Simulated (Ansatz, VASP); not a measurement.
## One calculation of Sc, two programs

```
Sc
1.0
     3.27692    0.00000    0.00000
    -1.63846    2.83790    0.00000
     0.00000    0.00000    5.08251
Sc
2
Direct
  0.33333 0.66667 0.25000
  0.66667 0.33333 0.75000
```

Alike in both runs: task single point; functional PBEsol; k mesh 12 × 12 × 7; occupations gaussian, width 0.1 eV; no spin polarisation.

```csv
,VASP,Ansatz
version,VASP 6.6.1,Ansatz 0.2.0
potentials or method,"VASP PAW PBE potentials, release 64 (Sc_sv)","scalar-relativistic, plane waves, PAW"
plane-wave cutoff (eV),520,420
valence electrons in the cell,22,22
```

|  | VASP | Ansatz | Ansatz less VASP |
| --- | --- | --- | --- |
| gap on the k mesh at the Fermi level (eV) | none | none | - |
| pressure (GPa) | 0.0 | 0.0 | 0.00 |

A gap of «none» marks a metal or a gap that the smearing closes.

Caveats: the PAW data sets were made with another functional, which shifts forces and pressure a little (VASP).
